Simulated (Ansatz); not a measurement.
## Relaxing SiGe3

The calculation used Ansatz 0.2.0, DFT PBEsol, scalar-relativistic, plane waves, PAW. Settings: 420 eV cutoff, 10×6×6 k-mesh, Gaussian smearing of 0.10 eV, no spin polarisation.

What was changed: 2 of 8 Ge sites taken by Si, cell and atoms relaxed.

Command:

```bash
ansatz run input.yaml --threads 1 --pin off --max-ram 2560MiB --backend cpu --events-out ev --progress --plain --runs-dir out
```

Input:

```yaml
crystal:
  lattice:
    - [1.9769471816, 3.4241729624, 0.0]
    - [0.0, 0.0, 6.5286246355]
    - [5.9308415447, -3.4241729623, 0.0]
  atoms:
    - { symbol: Ge, position: [0.5, 0.062938449, 0.1666666667] }
    - { symbol: Ge, position: [0.0, 0.062938449, 0.6666666667] }
    - { symbol: Si, position: [0.5, 0.562938449, 0.8333333333] }
    - { symbol: Ge, position: [0.0, 0.562938449, 0.3333333333] }
    - { symbol: Ge, position: [0.5, 0.437061551, 0.1666666667] }
    - { symbol: Si, position: [0.0, 0.437061551, 0.6666666667] }
    - { symbol: Ge, position: [0.5, 0.937061551, 0.8333333333] }
    - { symbol: Ge, position: [0.0, 0.937061551, 0.3333333333] }
basis:
  ecutwfc: 420
kpoints:
  mp_grid: { grid: [10, 6, 6] }
hamiltonian:
  xc: pbesol
scf:
  occupations: { method: gaussian, width: 0.1 }
output:
  forces: true
  stress: true
  eigenvalues: true
  write_density: true
  write_potential: true
  elf: true
  volumetric_format: npy
relax:
  adjacent_minimum: "off"
  f_tol: 0.015
  max_steps: 60
  cell: { stress_tol: 0.15 }
```

F is the free energy. Steps run on the plane waves of an earlier cell, but the last one, and at times one on the way, on a freshly chosen basis, so a repeated geometry can differ a little in energy.

Steps:

| step | F − F(1) (eV) | largest force component (eV/Å) | V (Å³/atom) | P (GPa) |
| --- | --- | --- | --- | --- |
| 1 | 0.0000 | 0.400 | 22.097 | -0.25 |
| 2 | -0.0469 | 0.097 | 22.033 | -0.11 |
| 3 | -0.0483 | 0.014 | 22.008 | -0.02 |
| 4 | -0.0482 | 0.014 | 22.008 | -0.02 |

Relaxed structure:

```
CELL_PARAMETERS angstrom
1.97358 3.41833 0.00000
-0.00124 0.00072 6.52036
5.92431 -3.42040 -0.00150
ATOMIC_POSITIONS crystal
Ge 0.50000 0.06176 0.16481
Ge 0.00000 0.06899 0.66853
Si 0.50000 0.55989 0.82867
Ge 0.00000 0.56132 0.33833
Ge 0.50000 0.43868 0.16167
Si 0.00000 0.44011 0.67133
Ge 0.50000 0.93101 0.83147
Ge 0.00000 0.93824 0.33519
```

It takes space group P2_1/m (No. 11, monoclinic). Conventional cell: a = 6.520 Å, b = 3.947 Å, c = 6.841 Å, α = 90.00°, β = 90.03°, γ = 90.00°. Around Ge (site symmetry m) lie 4 Ge at 2.43 to 2.46 Å. Ge (site symmetry m) has 1 Si at 2.42 Å and 3 Ge at 2.43 to 2.44 Å as nearest neighbours. Si (site symmetry m) is surrounded by 2 Si at 2.38 Å and 2 Ge at 2.41 to 2.42 Å. Ge (site symmetry m) is surrounded by 1 Si at 2.41 Å and 3 Ge at 2.45 to 2.46 Å.

The run converged. Time: 2.8 min on 1 thread of Intel(R) Xeon(R) 6975P-C (Granite Rapids), with other jobs on the host, peak memory 1 GiB.